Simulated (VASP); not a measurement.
```yaml
crystal:
  lattice:
    - [1.79302, -3.10560, 0.00000]
    - [1.79302, 3.10560, 0.00000]
    - [0.00000, 0.00000, 5.78340]
  atoms:
    - { symbol: In, position: [0.66667, 0.33333, 0.49985] }
    - { symbol: In, position: [0.33333, 0.66667, 0.99985] }
    - { symbol: N, position: [0.66667, 0.33333, 0.87915] }
    - { symbol: N, position: [0.33333, 0.66667, 0.37915] }
```

Calculation: PBE GGA, VASP's PBE PAW potentials (set 64) (plane waves; VASP). Settings: 650 eV cut-off, 9×9×5 Γ-centred mesh, first-order Methfessel-Paxton smearing of 0.10 eV, potentials In_d N.

Finite-difference elastic constants of metals are sensitive to mesh and smearing; shear constants can be off by tens of GPa.

Task: Give the elastic stiffness tensor with the ions relaxed (GPa, in the frame of the cell).

Result: 
```csv
,xx,yy,zz,yz,xz,xy
xx,198,93.8,75.9,0.0,0.0,0.0
yy,93.8,198,75.9,0.0,0.0,0.0
zz,75.9,75.9,205,0.0,0.0,0.0
yz,0.0,0.0,0.0,46.5,0.0,0.0
xz,0.0,0.0,0.0,0.0,46.5,0.0
xy,0.0,0.0,0.0,0.0,0.0,52.2
```

Task: Predict the Hill bulk modulus, Hill shear modulus, Young's modulus, Poisson's ratio.

Result: 
| Quantity | Value |
|---|---|
| Hill bulk modulus | 121 GPa |
| Hill shear modulus | 52.3 GPa |
| Young's modulus | 137 GPa |
| Poisson's ratio | 0.312 |

The compound is InN in the wurtzite structure. It was relaxed first.
